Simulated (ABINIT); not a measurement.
# Mo (Im-3m) in ABINIT: further runs

One crystal, Mo, is run at these levels: PBE, LDA; tasks: single point.

All numbers are computed with ABINIT 10.8.3 (patched build); they aren't measurements. Logs are shortened: lines on timing, memory, paths and dates and some standing lists are left out, and cuts for length are marked. The log counts tension as positive stress, the text compression.

## Step 1: The structure

The structure is cubic, space group Im-3m (No. 229). The conventional cell has a = 3.168 Å, b = 3.168 Å, c = 3.168 Å, α = 90.00°, β = 90.00°, γ = 90.00°. Around Mo (site symmetry m-3m) lie 8 Mo at 2.74 Å.

## Step 2: Single point, PBE

run.abi reads:

```
# Pseudopotentials
pp_dirpath "./"
pseudos "Mo.GGA_PBE-JTH.xml"

# Structure
acell 3*1.0
rprim
    -2.9929651906     2.9929651906     2.9929651906
     2.9929651906    -2.9929651906     2.9929651906
     2.9929651906     2.9929651906    -2.9929651906
ntypat 1
znucl 42
natom 1
typat 1
xred
     0.0000000000     0.0000000000     0.0000000000

# Plane-wave basis
ecut 18.0
pawecutdg 36.0
pawxcdev 0

# k points
kptopt 1
ngkpt 12 12 12
nshiftk 1
shiftk 0.0 0.0 0.0

# Exchange and correlation
ixc 11

# Bands and occupations
nband 11
occopt 3
tsmear 0.05 eV

# SCF cycle
nstep 100
tolvrs 1.0e-9

# Output
iomode 3
prtwf 0
prtden 0
prteig 0
prtebands 0
enunit 2
```

Potentials or basis: JTH PAW PBE v2.0.

Command:

```bash
$ abinit run.abi > log 2>&1
```

run.abo:

```text
.Version 10.8.3 of ABINIT
 Symmetries : space group Im -3 m (#229); Bravais cI (body-center cubic)
================================================================================
 Values of the parameters that define the memory need of the present run
     intxc =       0    ionmov =       0      iscf =      17    lmnmax =      18
     lnmax =       6     mgfft =      20  mpssoang =       3    mqgrid =    3001
     natom =       1  nloc_mem =       2    nspden =       1   nspinor =       1
    nsppol =       1      nsym =      48    n1xccc =       1    ntypat =       1
    occopt =       3   xclevel =       2
       mpw =         402          nfft =        8000          nkpt =          72
 PAW method is used; the additional fine FFT grid is defined by:
   mgfftf=        30    nfftf =     27000
================================================================================
================================================================================

--------------------------------------------------------------------------------
------------- Echo of variables that govern the present computation ------------
--------------------------------------------------------------------------------
 -outvars: echo values of preprocessed input variables --------
            acell      1.0000000000E+00  1.0000000000E+00  1.0000000000E+00 Bohr
              amu      9.59400000E+01
             ecut      1.80000000E+01 Hartree
           enunit           2
                       outvar_i_n : Printing only first  50 k-points.
              ixc          11
                       outvar_i_n : Printing only first  50 k-points.
         kptrlatt       12    0    0      0   12    0      0    0   12
          kptrlen      6.22076133E+01
            natom           1
            nband          11
            ngfft          20      20      20
          ngfftdg          30      30      30
             nkpt          72
            nstep         100
             nsym          48
           ntypat           1
                       prtocc : prtvol=0, do not print more k-points.
           occopt           3
        pawecutdg      3.60000000E+01 Hartree
         pawxcdev           0
           prtden           0
        prtebands           0
           prteig           0
            prtwf           0
            rprim     -2.9929651906E+00  2.9929651906E+00  2.9929651906E+00
                       2.9929651906E+00 -2.9929651906E+00  2.9929651906E+00
                       2.9929651906E+00  2.9929651906E+00 -2.9929651906E+00
          spgroup         229
           tolvrs      1.00000000E-09
           tsmear      1.83746611E-03 Hartree
            typat      1
           useylm           1
                       outvars : Printing only first  50 k-points.
            znucl       42.00000

================================================================================

 chkinp: Checking input parameters for consistency.

================================================================================
== DATASET  1 ==================================================================

--- !DatasetInfo
[... 105 lines left out ...]
    1       0.000000000000      0.000000000000      0.000000000000

 cartesian coordinates (angstrom) at end:
    1      0.00000000000000     0.00000000000000     0.00000000000000

 cartesian forces (hartree/bohr) at end:
    1     -0.00000000000000    -0.00000000000000    -0.00000000000000
 frms,max,avg= 0.0000000E+00 0.0000000E+00   0.000E+00  0.000E+00  0.000E+00 h/b

 cartesian forces (eV/Angstrom) at end:
    1     -0.00000000000000    -0.00000000000000    -0.00000000000000
 frms,max,avg= 0.0000000E+00 0.0000000E+00   0.000E+00  0.000E+00  0.000E+00 e/A
 length scales=  1.000000000000  1.000000000000  1.000000000000 bohr
              =  0.529177210544  0.529177210544  0.529177210544 angstroms
 Fermi (or HOMO) energy (hartree) =   0.49174   Average Vxc (hartree)=  -0.46390
 Eigenvalues (hartree) for nkpt=  72  k points:
 kpt#   1, nband= 11, wtk=  0.00058, kpt=  0.0000  0.0000  0.0000 (reduced coord)
  -1.75913   -0.77773   -0.77773   -0.77773    0.22934    0.44458    0.44458    0.44458
   0.55336    0.55336    1.04297
      occupation numbers for kpt#   1
   2.00000    2.00000    2.00000    2.00000    2.00000    2.00000    2.00000    2.00000
   0.00000    0.00000    0.00000
 prteigrs : prtvol=0 or 1, do not print more k-points.

 Fermi (or HOMO) energy (eV) =  13.38091   Average Vxc (eV)= -12.62336
 Eigenvalues (   eV  ) for nkpt=  72  k points:
 kpt#   1, nband= 11, wtk=  0.00058, kpt=  0.0000  0.0000  0.0000 (reduced coord)
 -47.86839  -21.16306  -21.16306  -21.16306    6.24056   12.09772   12.09772   12.09772
  15.05781   15.05781   28.38057
 prteigrs : prtvol=0 or 1, do not print more k-points.

--- !EnergyTerms
iteration_state     : {dtset: 1, }
comment             : Components of total free energy in Hartree
kinetic             :  9.61784254792685E+00
hartree             :  1.03207483535261E+01
xc                  : -3.84691328166596E+00
Ewald energy        : -5.95805255557276E+01
psp_core            :  3.61705185333729E+00
local_psp           : -3.74905321484829E+01
PAW spherical_terms :  8.51669295282735E+00
internal            : -6.88456352782589E+01
'-kT*entropy'       : -9.40168418455477E-05
total_energy        : -6.88457292951007E+01
total_energy_eV     : -1.87338773123523E+03
...

--- !EnergyTermsDC
iteration_state     : {dtset: 1, }
comment             : '"Double-counting" decomposition of free energy'
band_energy         : -5.96206428620418E+00
Ewald energy        : -5.95805255557276E+01
psp_core            :  3.61705185333729E+00
xc_dc               : -9.14903252075553E+00
PAW spherical_terms :  2.22893012148526E+00
internal            : -6.88456403878648E+01
'-kT*entropy'       : -9.40168418455477E-05
total_energy_dc     : -6.88457344047066E+01
total_energy_dc_eV  : -1.87338787027469E+03
...

--- !EnergyTermsWithPAWCore
iteration_state     : {dtset: 1, }
comment             : 'Components of total free energy, including PAW core contributions'
Total energy        : -4.04902074177972E+03
Total energy DC     : -4.04902074688932E+03
Total energy (eV)   : -1.10179467322556E+05
Total energy DC (eV): -1.10179467461596E+05
...

 Cartesian components of stress tensor (hartree/bohr^3)
  sigma(1 1)=  5.41773648E-05  sigma(3 2)=  0.00000000E+00
  sigma(2 2)=  5.41773648E-05  sigma(3 1)=  0.00000000E+00
  sigma(3 3)=  5.41773648E-05  sigma(2 1)=  0.00000000E+00

-Cartesian components of stress tensor (GPa)         [Pressure= -1.5940E+00 GPa]
- sigma(1 1)=  1.59395310E+00  sigma(3 2)=  0.00000000E+00
- sigma(2 2)=  1.59395310E+00  sigma(3 1)=  0.00000000E+00
- sigma(3 3)=  1.59395310E+00  sigma(2 1)=  0.00000000E+00

== END DATASET(S) ==============================================================
================================================================================

 -outvars: echo values of variables after computation  --------
            acell      1.0000000000E+00  1.0000000000E+00  1.0000000000E+00 Bohr
           etotal     -6.8845734405E+01
            fcart     -0.0000000000E+00 -0.0000000000E+00 -0.0000000000E+00
            rprim     -2.9929651906E+00  2.9929651906E+00  2.9929651906E+00
                       2.9929651906E+00 -2.9929651906E+00  2.9929651906E+00
                       2.9929651906E+00  2.9929651906E+00 -2.9929651906E+00
           strten      5.4177364838E-05  5.4177364838E-05  5.4177364838E-05
                       0.0000000000E+00  0.0000000000E+00  0.0000000000E+00
 Calculation completed.
```

Run time: 7.1 s. Hardware: 1 thread of Arm Neoverse V2, shared host; peak memory 0.09 GiB.

Results:

* Free energy: -1873.3879 eV
* Pressure: -1.6 GPa
* Band gap on the k mesh: none (metal or under the smearing width)
* Valence electrons inside the program's atomic spheres: Mo 11.26 (radii [1.1681] Å)

## Step 3: Single point, LDA

run.abi, as its differences from that of step 2:

```diff
@@ -20,3 +20,2 @@
 pawecutdg 36.0
-pawxcdev 0
 
@@ -29,3 +28,3 @@
 # Exchange and correlation
-ixc 11
+ixc 7
```

Potentials or basis: JTH PAW PBE v2.0.

Command:

```bash
$ abinit run.abi > log 2>&1
```

It took 6.4 s on 1 thread of Arm Neoverse V2, shared host; peak memory 0.07 GiB.

Results (log left out):

| Item | Value |
| --- | --- |
| Free energy | -1878.3211 eV |
| Pressure | -13.2 GPa |
| Band gap on the k mesh | none (metal or under the smearing width) |
| Valence electrons inside the program's atomic spheres | Mo 11.26 (radii [1.1681] Å) |

Levels at points of the mesh, in eV from the Fermi level:
```csv
k point,band 5,band 6,band 7,band 8,band 9,band 10
"(0.00, 0.00, 0.00)",-7.16,-1.29,-1.29,-1.29,1.65,1.65
"(0.50, 0.00, 0.00)",-5.18,-3.27,1.63,1.67,2.28,4.73
"(0.50, 0.50, 0.50)",-5.27,-5.27,3.97,3.97,3.97,9.00
```

Caveat: the PAW data sets were made with another functional, which shifts forces and pressure a little.
